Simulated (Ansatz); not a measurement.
**Where the states of BN lie**

```
B N
1.0
     0.00000    1.80750    1.80750
     1.80750    0.00000    1.80750
     1.80750    1.80750    0.00000
B N
1 1
Direct
  0.00000 0.00000 0.00000
  0.75000 0.75000 0.75000
```

The cell comes from COD entry 9008834, which wasn't checked; take it as a given geometry.

Method: Ansatz 0.2.0, DFT, PBEsol, all-electron LAPW, scalar-relativistic.

Numerical set-up: a Γ-centred 13×13×13 k mesh, Fermi–Dirac smearing of 0.03 eV, basis error target 1 meV/atom, no spin polarisation.

States per eV and cell, averaged over 0.4 eV, from -5.8 to 0.0 eV, with energies (bin centres) from the valence-band top; empty bins are left out. The partial columns, the largest 4 alone, are projections on Löwdin-orthogonalised atomic shells (those that the program's projection atoms carry: the occupied ones and, for some elements, an empty d or f shell; other empty shells have no column), summed over atoms of an element. Weights on diffuse s and p shells depend on that basis and aren't pure angular character.

```json
{"E (eV)": "-5.7", "total": "0.64", "N 2p": "0.40", "B 2p": "0.16", "B 2s": "0.05", "N 2s": "0.02"}
{"E (eV)": "-5.3", "total": "0.71", "N 2p": "0.46", "B 2p": "0.18", "B 2s": "0.05", "N 2s": "0.02"}
{"E (eV)": "-4.9", "total": "0.87", "N 2p": "0.57", "B 2p": "0.24", "B 2s": "0.04", "N 2s": "0.02"}
{"E (eV)": "-4.5", "total": "0.91", "N 2p": "0.60", "B 2p": "0.25", "B 2s": "0.04", "N 2s": "0.02"}
{"E (eV)": "-4.1", "total": "0.87", "N 2p": "0.58", "B 2p": "0.23", "B 2s": "0.03", "N 2s": "0.02"}
{"E (eV)": "-3.7", "total": "0.87", "N 2p": "0.60", "B 2p": "0.23", "B 2s": "0.03", "N 2s": "0.01"}
{"E (eV)": "-3.3", "total": "0.84", "N 2p": "0.59", "B 2p": "0.22", "B 2s": "0.02", "N 2s": "0.01"}
{"E (eV)": "-2.9", "total": "0.83", "N 2p": "0.59", "B 2p": "0.21", "B 2s": "0.02", "N 2s": "0.01"}
{"E (eV)": "-2.5", "total": "0.82", "N 2p": "0.60", "B 2p": "0.19", "B 2s": "0.01", "N 2s": "0.01"}
{"E (eV)": "-2.1", "total": "0.79", "N 2p": "0.59", "B 2p": "0.18", "B 2s": "0.01", "N 2s": "0.01"}
{"E (eV)": "-1.7", "total": "0.54", "N 2p": "0.42", "B 2p": "0.11", "B 2s": "0.01", "N 2s": "0.00"}
{"E (eV)": "-1.3", "total": "0.39", "N 2p": "0.31", "B 2p": "0.07", "B 2s": "0.00", "N 2s": "0.00"}
{"E (eV)": "-0.9", "total": "0.29", "N 2p": "0.24", "B 2p": "0.05", "B 2s": "0.00", "N 2s": "0.00"}
{"E (eV)": "-0.5", "total": "0.20", "N 2p": "0.17", "B 2p": "0.03", "B 2s": "0.00", "N 2s": "0.00"}
{"E (eV)": "-0.1", "total": "0.05", "N 2p": "0.04", "B 2p": "0.01", "B 2s": "0.00", "N 2s": "0.00"}
```

(1) Which of the resolved shells contributes most in the top eV of the valence band?

Results:

(1) N 2p, with 84 % of all states there; B 2p follows with 14 %.
